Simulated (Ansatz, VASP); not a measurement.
One calculation of Sc, two programs

```xyz
1
Lattice="2.0964 0.0000 0.0000 0.0000 2.0964 0.0000 0.0000 0.0000 2.0964" Properties=species:S:1:pos:R:3 pbc="T T T"
Sc    0.0000    0.0000    0.0000
```

Change from the starting cell: volume scaled by 0.4, crystal datasets.

Alike in both runs: task single point; functional LDA; k mesh 15 × 15 × 15; occupations fermi-dirac, width 0.05 eV; no spin polarisation.

|  | VASP | Ansatz |
| --- | --- | --- |
| version | VASP 6.6.1 | Ansatz 0.2.0 |
| potentials or method | VASP PAW LDA potentials, release 64 (Sc_sv), cutoff 520 eV | all-electron PAW with datasets made for the crystal, scalar-relativistic |

Ansatz gave:

- pressure (GPa): 186.8

Which values does VASP return?

Pressure (GPa): 198.6.

Ansatz ran all-electron here, so the differences hold the error of VASP's frozen core and of both bases.

Caveats: the cell as given lies far from equilibrium; so large a pressure means that the cell lies far from this level's equilibrium, or that cutoff or potentials fall short (VASP).
